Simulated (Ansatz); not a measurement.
AgBr (rocksalt) by several functionals

All numbers come from the plane-wave code Ansatz. Calculated for a static, non-magnetic cell.

Rocksalt AgBr, relaxed with r2SCAN. It is cubic, Fm-3m (No. 225); conventional cell a = 5.785 Å, 24.21 Å³ an atom. Around Ag lie 6 Br at 2.89 Å; around Br lie 6 Ag at 2.89 Å.

```yaml
crystal:
  lattice:
    - [0.00000, 2.89273, 2.89273]
    - [2.89273, 0.00000, 2.89273]
    - [2.89273, 2.89273, 0.00000]
  atoms:
    - { symbol: Ag, position: [0.00000, 0.00000, 0.00000] }
    - { symbol: Br, position: [0.50000, 0.50000, 0.50000] }
```

Band edges at fixed r2SCAN geometry:
```tsv
level	k mesh	gap (eV)	kind	edges	least direct gap (eV)	rough cost
PBE	8×8×8	0.68	indirect	L → Γ	2.53	2.8 core-seconds
PBE+SOC	8×8×8	0.59	indirect	L → Γ	2.35	12 core-seconds
r2SCAN	8×8×8	1.29	indirect	L → Γ	3.20	5 core-seconds
HSE06	6×6×6	2.03	indirect	L → Γ	3.77	100 core-seconds
PBE0	6×6×6	2.69	indirect	L → Γ	4.44	90 core-seconds
```
PBE, PBE+SOC: smearing of 0.02 eV; the others have fixed occupations.
Wave cutoffs: 420 eV, 500 eV (r2SCAN).
Costs come from shared machines and give only the order; PBE's includes the band path.

With HSE06 the valence top lies at L and the conduction bottom at Γ, 2.03 eV higher; the smallest vertical gap, at Γ, is 3.77 eV. Spin-orbit coupling changes the PBE gap by -0.09 eV, to 0.59 eV; at Γ the threefold valence level splits into a fourfold and a twofold level 0.55 eV apart, the fourfold one on top.

r2SCAN covers 45 % of the step from PBE to HSE06, while HSE06 needs about 20 times r2SCAN's cost (on a coarser mesh). For gaps to 0.1 eV, spin-orbit coupling (up to 0.18 eV here) has to be included. Among these functionals the gap stays indirect.

r2SCAN (ground state on 6×6×6): The clamped-ion dielectric constant comes out as 5.22 in all directions. Born charges, averaged over directions: Ag +1.48, Br -1.48 e.

Only the levels marked +SOC include spin-orbit coupling.

The meshes of the hybrids are coarse, so their gaps aren't converged to the digits shown.
